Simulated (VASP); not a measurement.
# InAs (F-43m) in VASP: a series of runs

The runs below take InAs through single point, relaxation of cell and atoms, with r2SCAN.

All numbers are computed with VASP 6.6.1; they aren't measurements. Logs are shortened: lines on timing, memory, paths and dates and some standing lists are left out, and cuts for length are marked.

**Measured values to compare with.**

From a printed reference work, data compilation, for a bulk crystal of InAs at 4.2 K: band gap 0.418 eV (direct).

How close the calculation comes is told below.

## 1. Starting point

The structure is cubic, space group F-43m (No. 216). The conventional cell has a = 6.108 Å, b = 6.108 Å, c = 6.108 Å, α = 90.00°, β = 90.00°, γ = 90.00°. Around In (site symmetry -43m) lie 4 As at 2.65 Å. As (site symmetry -43m) is surrounded by 4 In at 2.65 Å.

## 2. Single point, r2SCAN

The input, POSCAR:

```
InAs
1.0
    0.0000000000      3.0542329648      3.0542329648
    3.0542329648      0.0000000000      3.0542329648
    3.0542329648      3.0542329648      0.0000000000
In As
1 1
Direct
    0.0000000000      0.0000000000      0.0000000000
    0.2500000000      0.2500000000      0.2500000000
```

The input, INCAR.step1:

```
ALGO = Normal
EDIFF = 1E-4
ENCUT = 520
GGA = PE
ISMEAR = 0
LASPH = T
LCHARG = F
LREAL = F
LWAVE = T
NBANDS = 16
NELM = 100
PREC = Accurate
SIGMA = 0.01
```

The input, INCAR.step2:

```
ALGO = Normal
EDIFF = 1E-6
ENCUT = 520
ISIF = 2
ISMEAR = 0
ISTART = 1
LASPH = T
LCHARG = T
LELF = T
LMIXTAU = T
LREAL = F
LVHAR = T
LWAVE = F
METAGGA = R2SCAN
NBANDS = 16
NELM = 100
PREC = Accurate
SIGMA = 0.01
```

The input, KPOINTS:

```
k-points
0
Gamma
  10 10 10
```

Potentials or basis: VASP PAW PBE potentials, release 64 (In_d, As).

Run with:

```bash
$ cat potpaw_PBE.64/In_d/POTCAR potpaw_PBE.64/As/POTCAR > POTCAR
$ cp INCAR.step1 INCAR
$ mpirun -np 1 vasp_std > vasp.out
$ cp INCAR.step2 INCAR
$ mpirun -np 1 vasp_std > vasp.out
```

OUTCAR:

```text
EDIFF = 1E-6
   ENCUT = 520
   ISIF = 2
   ISMEAR = 0
   ISTART = 1
   LASPH = T
   LREAL = F
   METAGGA = R2SCAN
   NELM = 100
   PREC = Accurate

 ion  position               nearest neighbor table
   1  0.000  0.000  0.000-   2 2.65   2 2.65   2 2.65   2 2.65
   2  0.250  0.250  0.250-   1 2.65   1 2.65   1 2.65   1 2.65

  LATTYP: Found a face centered cubic cell.
 ALAT       =     6.1084659296

  Lattice vectors:

 A1 = (   0.0000000000,   3.0542329648,   3.0542329648)
 A2 = (   3.0542329648,   0.0000000000,   3.0542329648)
 A3 = (   3.0542329648,   3.0542329648,   0.0000000000)

Analysis of symmetry for initial positions (statically):
=====================================================================
 Subroutine PRICEL returns:
 Original cell was already a primitive cell.

 Routine SETGRP: Setting up the symmetry group for a
 face centered cubic supercell.

 Subroutine GETGRP returns: Found 24 space group operations
 (whereof 24 operations were pure point group operations)
 out of a pool of 48 trial point group operations.

The static configuration has the point symmetry T_d .

Analysis of symmetry for dynamics (positions and initial velocities):
=====================================================================
 Subroutine PRICEL returns:
 Original cell was already a primitive cell.

 Routine SETGRP: Setting up the symmetry group for a
 face centered cubic supercell.

 Subroutine GETGRP returns: Found 24 space group operations
 (whereof 24 operations were pure point group operations)
 out of a pool of 48 trial point group operations.

The dynamic configuration has the point symmetry T_d .

 Subroutine INISYM returns: Found 24 space group operations
 (whereof 24 operations are pure point group operations),
 and found     1 'primitive' translations

----------------------------------------------------------------------------------------

                                     Primitive cell

  volume of cell :      56.9818

  direct lattice vectors                    reciprocal lattice vectors
     0.000000000  3.054232965  3.054232965    -0.163707224  0.163707224  0.163707224
     3.054232965  0.000000000  3.054232965     0.163707224 -0.163707224  0.163707224
     3.054232965  3.054232965  0.000000000     0.163707224  0.163707224 -0.163707224

  length of vectors
     4.319337681  4.319337681  4.319337681     0.283549229  0.283549229  0.283549229

  position of ions in fractional coordinates (direct lattice)
[... 74 lines left out ...]
   LNONCOLLINEAR =      F non collinear calculations
   LSORBIT =      F    spin-orbit coupling
   LASPH  =      T    aspherical Exc in radial PAW
   ENCUT  =  520.0 eV  38.22 Ry    6.18 a.u.   8.03  8.03  8.03*2*pi/ulx,y,z
   NELM   =    100;   NELMIN=  2; NELMDL=  0     # of ELM steps
   EDIFF  = 0.1E-05   stopping-criterion for ELM
   LREAL  =      F    real-space projection
   EDIFFG = 0.1E-04   stopping-criterion for IOM
   NSW    =      0    number of steps for IOM
   IBRION =     -1    ionic relax: 0-MD 1-quasi-New 2-CG
   NFREE  =      0    steps in history (QN), initial steepest desc. (CG)
   ISIF   =      2    stress and relaxation
   ISYM   =      2    0-nonsym 1-usesym 2-fastsym
   POTIM  = 0.5000    time-step for ionic-motion
   TEBEG  =    0.0;   TEEND  =   0.0 temperature during run
   PSTRESS=    0.0 pullay stress
   NELECT =      18.0000    total number of electrons
   NUPDOWN=      -1.0000    fix difference up-down
   EMIN   =  10.00;   EMAX   =-10.00  energy-range for DOS
   EFERMI =   0.00;   METHOD = LEGACY
   ISMEAR =     0;   SIGMA  =   0.01  broadening in eV -4-tet -1-fermi 0-gaus
   EFERMI_NEDOS =   21; number of points for ismear=-14 and -15
   IALGO  =     38    algorithm
   IMIX   =      4    mixing-type and parameters
     AMIX     =   0.40;   BMIX     =  1.00
     AMIX_MAG =   1.60;   BMIX_MAG =  1.00
  volume/ion in A,a.u.               =      28.49       192.27
  Fermi-wavevector in a.u.,A,eV,Ry     =   1.114945  2.106941 16.913439  1.243103
  Thomas-Fermi vector in A             =   2.251545
   LORBIT       =      0    0 simple, 1 ext, 2 COOP (PROOUT), +10 PAW based schemes
   METAGGA = R2SCAN    functional components
   LHFCALC =     F    Hartree Fock is set to
   AEXX    =    0.0000 exact exchange contribution
   IVDW    =     0    specifies the selected vdW correction
   LEPSILON=     F    determine dielectric tensor
   LRPA    =     F    only Hartree local field effects (RPA)
 non-spin polarized calculation
 Gauss-broadening in eV      SIGMA  =   0.01
  energy-cutoff  :      520.00
  volume of cell :       56.98
 maximum number of plane-waves:      1550
   NGX = 17   NGY = 17   NGZ = 17

 number of electron      17.9999995 magnetization

 Free energy of the ion-electron system (eV)
  ---------------------------------------------------
  ext. energy  EPLUGINS =         0.00000000
  ---------------------------------------------------
  free energy    TOTEN  =       -38.06135032 eV

  energy without entropy =      -38.06135032  energy(sigma->0) =      -38.06135032

 E-fermi :   4.0118     XC(G=0):  -9.5179

 val. band max:        3.9693283488   @ k =   0.0000   0.0000   0.0000
 cond. band min:       4.0513124203   @ k =   0.0000   0.0000   0.0000
 fundamental gap:      0.0819840716
 Fermi energy:         4.0118200026

 k-point     1 :       0.0000    0.0000    0.0000
  band No.  band energies     occupation
      1     -10.8236      2.00000
      2     -10.8236      2.00000
      3     -10.8236      2.00000
      4     -10.6891      2.00000
      5     -10.6891      2.00000
      6      -8.1332      2.00000
[... 433 lines left out ...]
      3     -10.7630      2.00000
      4     -10.7136      2.00000
      5     -10.6725      2.00000
      6      -6.6876      2.00000
[... 8 lines left out ...]
     15      15.5379      0.00000
     16      16.5088      0.00000

 [... further k-points ...]
[... 5 lines left out ...]
  --------------------------------------------------------------------------------------
  -------------------------------------------------------------------------------------
  Total        0.0011448      0.0011448      0.0011448     -0.0000000      0.0000000     -0.0000000
  in kB        0.0321877      0.0321877      0.0321877     -0.0000000      0.0000000     -0.0000000
  external PRESSURE =       0.0321877 kB  Pullay stress =       0.0000000 kB

 VOLUME and BASIS-vectors are now :
 -----------------------------------------------------------------------------
  energy-cutoff  :      520.00
  volume of cell :       56.98
      direct lattice vectors                 reciprocal lattice vectors
     0.000000000  3.054232965  3.054232965    -0.163707224  0.163707224  0.163707224
     3.054232965  0.000000000  3.054232965     0.163707224 -0.163707224  0.163707224
     3.054232965  3.054232965  0.000000000     0.163707224  0.163707224 -0.163707224

 POSITION                                       TOTAL-FORCE (eV/Angst)
 -----------------------------------------------------------------------------------
      0.00000      0.00000      0.00000        -0.000000     -0.000000      0.000000
      1.52712      1.52712      1.52712         0.000000      0.000000     -0.000000
 -----------------------------------------------------------------------------------
    total drift:                               -0.000002     -0.000002     -0.000002

  FREE ENERGIE OF THE ION-ELECTRON SYSTEM (eV)
  ---------------------------------------------------
  free  energy   TOTEN  =       -38.0613503242 eV

  energy  without entropy=      -38.0613503242  energy(sigma->0) =      -38.06135032
```

OSZICAR.step1:

```text
N       E                     dE             d eps       ncg     rms          rms(c)
DAV:   1     0.112387651471E+03    0.11239E+03   -0.82121E+03  1512   0.120E+03
DAV:   2    -0.456333486877E+00   -0.11284E+03   -0.10803E+03  1648   0.291E+02
DAV:   3    -0.777874643915E+01   -0.73224E+01   -0.72928E+01  1896   0.738E+01
DAV:   4    -0.796315250417E+01   -0.18441E+00   -0.18435E+00  1968   0.132E+01
DAV:   5    -0.797066694195E+01   -0.75144E-02   -0.75143E-02  2192   0.221E+00    0.434E+00
DAV:   6    -0.772504959859E+01    0.24562E+00   -0.37225E-01  2376   0.999E+00    0.241E+00
DAV:   7    -0.770237728023E+01    0.22672E-01   -0.10969E-01  2032   0.284E+00    0.716E-01
DAV:   8    -0.770356140133E+01   -0.11841E-02   -0.12796E-02  1912   0.127E+00    0.181E-01
DAV:   9    -0.770417365010E+01   -0.61225E-03   -0.95592E-04  1800   0.267E-01    0.109E-01
DAV:  10    -0.770433911795E+01   -0.16547E-03   -0.18723E-04  1840   0.188E-01    0.572E-02
DAV:  11    -0.770438812100E+01   -0.49003E-04   -0.10855E-04  1616   0.115E-01
   1 F= -.77043881E+01 E0= -.77043804E+01  d E =-.154262E-04
```

It took 69 s on 1 thread of AMD EPYC 9R45 (Zen 5), shared host; peak memory 0.18 GiB.

Results:

| Item | Value |
| --- | --- |
| Free energy | -38.0614 eV |
| Pressure | 0.0 GPa |
| Band gap on the k mesh | 0.08 eV, direct |

Caveat: the PAW data sets were made with another functional, which shifts forces and pressure a little; spin-orbit coupling is left out, which moves the levels of the heavy elements.

## 3. Relaxation of cell and atoms, r2SCAN

This run uses another cell than the first one, of 27.49 Å³/atom, 0.965 times its volume.

The input, POSCAR:

```
InAs
1.0
    0.0000000000      3.0180000000      3.0180000000
    3.0180000000      0.0000000000      3.0180000000
    3.0180000000      3.0180000000      0.0000000000
In As
1 1
Direct
    0.0000000000      0.0000000000      0.0000000000
    0.2500000000      0.2500000000      0.2500000000
```

The input, INCAR.step1:

```
SYSTEM = InAs
PREC = Accurate
ENCUT = 600
ISMEAR = 0
SIGMA = 0.01
LREAL = .FALSE.
LASPH = .TRUE.
NELM = 100
GGA = PE
ALGO = Normal
EDIFF = 1E-4
LWAVE = .TRUE.
LCHARG = .FALSE.
```

The input, INCAR.step2:

```
SYSTEM = InAs
PREC = Accurate
ENCUT = 600
EDIFF = 1E-7
ISMEAR = 0
SIGMA = 0.01
LREAL = .FALSE.
LASPH = .TRUE.
NELM = 100
ALGO = Normal
ISIF = 3
LWAVE = .FALSE.
LCHARG = .FALSE.
METAGGA = R2SCAN
LMIXTAU = .TRUE.
IBRION = 2
NSW = 100
EDIFFG = -0.005
ISTART = 1
```

The input, KPOINTS:

```
Automatic mesh
0
G
  10 10 10
  0 0 0
```

Potentials or basis: VASP PAW PBE potentials, release 64 (In_d, As).

Run with:

```bash
$ cat potpaw_PBE.64/In_d/POTCAR potpaw_PBE.64/As/POTCAR > POTCAR
$ cp INCAR.step1 INCAR
$ mpirun -np 1 vasp_std > vasp.out
$ cp INCAR.step2 INCAR
$ mpirun -np 1 vasp_std > vasp.out
```

Wall time 6 min (1 thread of AMD EPYC 9R45 (Zen 5), shared host); peak memory 0.23 GiB.

It converged, with:

```
Free energy                            : -38.0621 eV
Relaxed volume                         : 28.50 Å³/atom
Relaxed cell                           : a = 4.320 Å, b = 4.320 Å, c = 4.320 Å, α = 60.00°, β = 60.00°, γ = 60.00°
Space group after relaxing (to 0.05 Å) : F-43m (No. 216)
Energy gained by relaxing              : 6.9 meV/atom
Ionic steps                            : 3
Pressure after relaxing                : 0.0 GPa
Band gap on the k mesh                 : 0.08 eV, direct
```

Step by step:
```tsv
step	energy change (eV)	largest force (eV/Å)	pressure (GPa)	volume (Å³)
1	0.0000	0.0000	2.28	54.98
2	-0.0099	0.0000	-1.07	58.15
3	-0.0139	0.0000	0.00	57.00
```

Final structure:
```xyz
2
Lattice="0.0000 3.0545 3.0545 3.0545 0.0000 3.0545 3.0545 3.0545 0.0000" Properties=species:S:1:pos:R:3 pbc="T T T"
In    0.0000    0.0000    0.0000
As    1.5273    1.5273    1.5273
```

Levels at points of the mesh, in eV from the valence-band top:
| k point | band 5 | band 6 | band 7 | band 8 | band 9 | band 10 | band 11 | band 12 | band 13 |
| --- | --- | --- | --- | --- | --- | --- | --- | --- | --- |
| (0.00, 0.00, 0.00) | -14.66 | -12.10 | 0.00 | 0.00 | 0.00 | 0.08 | 4.26 | 4.26 | 4.26 |
| (0.50, 0.00, 0.00) | -14.65 | -10.65 | -5.72 | -0.97 | -0.97 | 1.25 | 5.03 | 5.03 | 7.24 |
| (0.50, 0.50, 0.00) | -14.64 | -10.12 | -5.80 | -2.29 | -2.29 | 1.87 | 2.34 | 9.62 | 9.73 |

Caveat: the PAW data sets were made with another functional, which shifts forces and pressure a little; spin-orbit coupling is left out, which moves the levels of the heavy elements. Zero-point motion and thermal expansion aren't in these numbers.

## 4. Single point, r2SCAN

The input, POSCAR:

```
InAs
1.0
    0.0000000000      3.0542329648      3.0542329648
    3.0542329648      0.0000000000      3.0542329648
    3.0542329648      3.0542329648      0.0000000000
In As
1 1
Direct
    0.0000000000      0.0000000000      0.0000000000
    0.2500000000      0.2500000000      0.2500000000
```

The input, INCAR.step1:

```
PREC     = Accurate       # precision mode
ENCUT    = 520            # plane-wave cutoff, eV
ISMEAR   = 0              # smearing method
SIGMA    = 0.01           # smearing width, eV
LREAL    = F              # projectors in reciprocal space
LASPH    = T              # aspherical terms in the spheres
NELM     = 100            # most SCF steps
NBANDS   = 16             # bands
GGA      = PE             # functional
ALGO     = Normal         # electronic algorithm
EDIFF    = 1E-4           # SCF threshold, eV
LWAVE    = T              # write WAVECAR
LCHARG   = F              # write CHGCAR
```

The input, INCAR.step2:

```
PREC     = Accurate       # precision mode
ENCUT    = 520            # plane-wave cutoff, eV
EDIFF    = 1E-7           # SCF threshold, eV
ISMEAR   = 0              # smearing method
SIGMA    = 0.01           # smearing width, eV
LREAL    = F              # projectors in reciprocal space
LASPH    = T              # aspherical terms in the spheres
NELM     = 100            # most SCF steps
ALGO     = Normal         # electronic algorithm
ISIF     = 2              # what is computed and relaxed
LWAVE    = F              # write WAVECAR
LCHARG   = T              # write CHGCAR
METAGGA  = R2SCAN         # meta-GGA
LMIXTAU  = T            
LELF     = T              # ELF
LVHAR    = T            
NBANDS   = 16             # bands
ISTART   = 1
```

The input, KPOINTS:

```
Automatic mesh
0
Gamma
  10 10 10
```

Run with:

```bash
$ cat potpaw_PBE.64/In_d/POTCAR potpaw_PBE.64/As/POTCAR > POTCAR
$ cp INCAR.step1 INCAR
$ mpirun -np 1 vasp_std > vasp.out
$ cp INCAR.step2 INCAR
$ mpirun -np 1 vasp_std > vasp.out
```

Run time: 85 s. Hardware: 1 thread of AMD EPYC 9R45 (Zen 5), shared host; peak memory 0.18 GiB.

The run converged. Its results:

```yaml
Free_energy: -38.0614 eV
Pressure: 0.0 GPa
Band_gap_on_the_k_mesh: 0.08 eV, direct
```

Levels at points of the mesh, in eV from the valence-band top:
```csv
k point,band 6,band 7,band 8,band 9,band 10,band 11,band 12,band 13
"(0.00, 0.00, 0.00)",-12.10,0.00,0.00,0.00,0.08,4.26,4.26,4.26
"(0.50, 0.00, 0.00)",-10.65,-5.72,-0.97,-0.97,1.25,5.03,5.03,7.24
"(0.50, 0.50, 0.00)",-10.12,-5.80,-2.29,-2.29,1.87,2.35,9.63,9.73
```

Caveat: the PAW data sets were made with another functional, which shifts forces and pressure a little; spin-orbit coupling is left out, which moves the levels of the heavy elements.

## 5. Single point, r2SCAN

This run uses another cell than the first one, of 27.49 Å³/atom, 0.965 times its volume.

The input, POSCAR:

```
InAs
1.0
    0.0000000000      3.0180000000      3.0180000000
    3.0180000000      0.0000000000      3.0180000000
    3.0180000000      3.0180000000      0.0000000000
In As
1 1
Direct
    0.0000000000      0.0000000000      0.0000000000
    0.2500000000      0.2500000000      0.2500000000
```

The input, INCAR.step1:

```
  PREC = Accurate
  ENCUT = 520
  ISMEAR = 0
  SIGMA = 0.1
  LREAL = F
  LASPH = T
  NELM = 100
  NBANDS = 16
  GGA = PE
  ALGO = Normal
  EDIFF = 1E-4
  LWAVE = T
  LCHARG = F
```

The input, INCAR.step2:

```
  PREC = Accurate
  ENCUT = 520
  EDIFF = 1E-6
  ISMEAR = 0
  SIGMA = 0.1
  LREAL = F
  LASPH = T
  NELM = 100
  ALGO = Normal
  ISIF = 2
  LWAVE = F
  LCHARG = F
  METAGGA = R2SCAN
  LMIXTAU = T
  NBANDS = 16
  ISTART = 1
```

The input, KPOINTS:

```
regular mesh
0
Gamma
  6 6 6
```

Run with:

```bash
$ cat potpaw_PBE.64/In_d/POTCAR potpaw_PBE.64/As/POTCAR > POTCAR
$ cp INCAR.step1 INCAR
$ mpirun -np 1 vasp_std > vasp.out
$ cp INCAR.step2 INCAR
$ mpirun -np 1 vasp_std > vasp.out
```

It took 29 s on 1 thread of AMD EPYC 9R45 (Zen 5), shared host; peak memory 0.16 GiB.

The run converged. Its results:

```yaml
Free_energy: -38.0312 eV
Pressure: 2.2 GPa
Band_gap_on_the_k_mesh: 0.28 eV, direct
```

Levels at points of the mesh, in eV from the valence-band top:
```tsv
k point	band 7	band 8	band 9	band 10	band 11	band 12
(0.00, 0.00, 0.00)	0.00	0.00	0.00	0.28	4.27	4.27
(0.50, 0.00, 0.00)	-5.91	-1.03	-1.03	1.33	5.04	5.04
(0.50, 0.50, 0.00)	-5.96	-2.41	-2.41	1.81	2.35	9.88
```

Caveat: the PAW data sets were made with another functional, which shifts forces and pressure a little; spin-orbit coupling is left out, which moves the levels of the heavy elements.

## 6. Summary

```tsv
task	cell	k mesh	cutoff (eV)	smearing	gap on the mesh (eV)	pressure (GPa)
single point	F-43m, 28.49 Å³/atom	10 × 10 × 10	520	gaussian 0.01 eV	0.08	0.0
relaxation of cell and atoms	relaxed	10 × 10 × 10	600	gaussian 0.01 eV	0.08	0.0
single point	F-43m, 27.49 Å³/atom	6 × 6 × 6	520	gaussian 0.1 eV	0.28	2.2
```

Alike in all rows: level r2SCAN; potentials or basis VASP PAW PBE potentials, release 64 (In_d, As); no spin polarisation.

Caveats: the PAW data sets were made with another functional, which shifts forces and pressure a little; spin-orbit coupling is left out, which moves the levels of the heavy elements.

Total energies depend on the potentials used, so only differences within one code and one set of settings carry meaning.

## 7. Against experiment

Step 2. Against the measured gap of InAs, 0.418 eV (direct; 4.2 K; a printed reference work, data compilation), the calculated 0.08 eV is off by -0.34 eV. Spin-orbit coupling on As, In is left out. The value is that of r2SCAN, without temperature or zero-point motion.

Step 4. Measured gap of InAs: 0.418 eV (direct; 4.2 K; a printed reference work, data compilation). This calculation gives 0.08 eV (-0.34 eV). Spin-orbit coupling on As, In is left out. The value is that of r2SCAN, without temperature or zero-point motion.

Step 5. Against the measured gap of InAs, 0.418 eV (direct; 4.2 K; a printed reference work, data compilation), the calculated 0.28 eV is off by -0.14 eV. Spin-orbit coupling on As, In is left out. The value is that of r2SCAN, without temperature or zero-point motion.
